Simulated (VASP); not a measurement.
Here is a VASP 6.6.1 calculation.

Contents of INCAR:

```
PREC = Accurate ; ENCUT = 520
EDIFF = 1E-7 ; ISMEAR = 0
SIGMA = 0.02 ; LREAL = F
LASPH = T ; NELM = 100
ALGO = Fast ; ISIF = 2
LWAVE = F ; LCHARG = F
GGA = PE ; NBANDS = 24
```

KPOINTS

```
Automatic mesh
0
Gamma
  6 6 4
```

File POSCAR:

```
KF
1.0
    2.6696772661      2.6696772661      0.0000000000
   -2.6696772661      2.6696772661      0.0000000000
    0.0000000000      0.0000000000      5.4617287048
K F
2 2
Direct
    0.0000000000      0.0000000000      0.0000000000
    0.5000000000      0.5000000000      0.5000000000
    0.5000000000      0.5000000000      0.0000000000
    0.0000000000      0.0000000000      0.5000000000
```

Potentials or basis: VASP PAW PBE potentials, release 64 (K_sv, F).

Command:

```sh
$ cat potpaw_PBE.64/K_sv/POTCAR potpaw_PBE.64/F/POTCAR > POTCAR
$ mpirun -np 1 vasp_std > vasp.out
```

(1) What does it give for the pressure?

(2) Predict the band gap on the k mesh.

Answers

(1) 0.8 GPa.

(2) 6.05 eV.
